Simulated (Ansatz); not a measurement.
# BN under changes of volume

One of the cells (8.967 Å³/atom); the others are scaled copies at fixed shape and fractional positions:

```xyz
4
Lattice="2.4982 0.0000 0.0000 -1.2491 2.1635 0.0000 0.0000 0.0000 6.6357" Properties=species:S:1:pos:R:3 pbc="T T T"
N     1.2491    0.7212    1.6589
N     0.0000    1.4424    4.9768
B     1.2491    0.7212    4.9768
B     0.0000    1.4424    1.6589
```

```yaml
Program: Ansatz 0.2.0
Functional: PBEsol
Potentials_or_basis: all-electron LAPW, scalar-relativistic
Cutoff: 480 eV (chosen from the basis error)
Basis_error_allowed: 0.002 eV/atom
k_mesh: 12 × 12 × 4
Occupations: fermi-dirac, width 0.05 eV
Spin: no spin polarisation
```

```tsv
volume (Å³/atom)	energy over the lowest point (meV/atom)	pressure (GPa)	gap on the mesh (eV)
8.429	?	?	?
8.608	16.67	13.1	4.23
8.787	5.27	7.4	4.21
8.967	0.00	2.1	4.18
9.146	0.33	-2.6	4.16
9.325	5.77	-7.0	4.14
9.505	15.89	-11.0	4.12
```

Question: What does the run at 8.429 Å³/atom give?

Answer: Energy over the lowest point 34.78 meV/atom; pressure 19.4 GPa; gap on the mesh 4.24 eV.

Worked out: A Birch-Murnaghan fit of order 3 (a polynomial in V^(-2/3)) to the other rows has its minimum at 9.04 Å³/atom with B0 = V·E''(V) = 242 GPa and B' = 3.7 at fixed shape and positions, which overstates the stiffness. It gives 34.80 meV/atom at 8.429 Å³/atom, against the run's 34.78, and -dE/dV = 19.4 GPa, against 19.4. A straight line through the other rows of the gap, of slope -1.13 eV per unit of ln V, extrapolates to 4.25 eV, against the run's 4.24.

Energies are extrapolated to zero smearing.

Caveats: this functional lacks dispersion, which binds the layers, so the pressure and a relaxed spacing across them are unreliable.

A mesh can miss the band edges.
